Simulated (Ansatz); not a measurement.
# InPd: relaxation of cell and atoms with PBEsol0

Crystal: InPd.

```
CELL_PARAMETERS angstrom
3.27188 0.00000 0.00000
0.00000 3.27188 0.00000
0.00000 0.00000 3.27188
ATOMIC_POSITIONS crystal
In 0.00000 0.00000 0.00000
Pd 0.50000 0.50000 0.50000
```

The cell comes from a database or a generator and needn't be the stable form of this composition.

```
Program             : Ansatz 0.2.0
Task                : relaxation of cell and atoms
Functional          : PBEsol0
Potentials or basis : Ansatz PAW
Cutoff              : 420 eV (not typed: the program's choice for these potentials)
k mesh              : 4 × 4 × 4
Occupations         : fermi-dirac, width 0.05 eV
Spin                : no spin polarisation
```

| Item | Value |
| --- | --- |
| Relaxed volume | 16.82 Å³/atom |
| Relaxed cell | a = 3.228 Å, b = 3.228 Å, c = 3.228 Å, α = 90.00°, β = 90.00°, γ = 90.00° |
| Space group after relaxing (to 0.05 Å) | Pm-3m (No. 221) |
| Energy gained by relaxing | 12.4 meV/atom |
| Ionic steps | 4 |
| Pressure after relaxing | 0.0 GPa |
| Band gap on the k mesh | none (metal or under the smearing width) |

The path:
| step | energy change (eV) | largest force (eV/Å) | volume (Å³) |
| --- | --- | --- | --- |
| 1 | 0.0000 | 0.0000 | 35.03 |
| 2 | -0.0254 | 0.0000 | 33.83 |
| 3 | -0.0260 | 0.0000 | 33.64 |
| 4 | -0.0247 | 0.0000 | 33.64 |

Final structure:
```xyz
2
Lattice="3.2283 0.0000 0.0000 0.0000 3.2283 0.0000 0.0000 0.0000 3.2283" Properties=species:S:1:pos:R:3 pbc="T T T"
In    0.0000    0.0000    0.0000
Pd    1.6141    1.6141    1.6141
```

Levels at points of the mesh, in eV from the Fermi level:
```tsv
k point	band 11	band 12	band 13	band 14	band 15	band 16	band 17	band 18	band 19	band 20
(0.00, 0.00, 0.00)	-5.52	-5.52	-3.61	-3.61	-3.61	5.18	5.18	5.18	11.55	12.04
(0.00, 0.00, -0.50)	-7.63	-5.53	-4.79	-4.79	-3.73	-2.04	10.99	11.24	11.24	12.23
(0.00, -0.50, -0.50)	-5.11	-4.11	-4.11	-3.26	-3.26	-3.02	2.28	3.42	10.97	12.58
(-0.50, -0.50, -0.50)	-6.61	-6.61	-2.96	-2.96	0.87	4.44	4.44	4.44	5.29	5.29
```

It took 34 s on 1 × NVIDIA H100 80GB HBM3 with 2 threads of AMD EPYC 7R13 Processor (Zen 3), on a shared host, peak memory 1.7 GiB.

Caveat: the k mesh is coarse (spacing up to 0.48 Å⁻¹), so the values aren't converged, least of all with exact exchange; the plane-wave basis is chosen anew once the cell has moved, so the energies of steps on either side of that aren't comparable; the PAW data sets come from PBE, with cores solved anew for the run's functional, which leaves a small shift of forces and pressure.
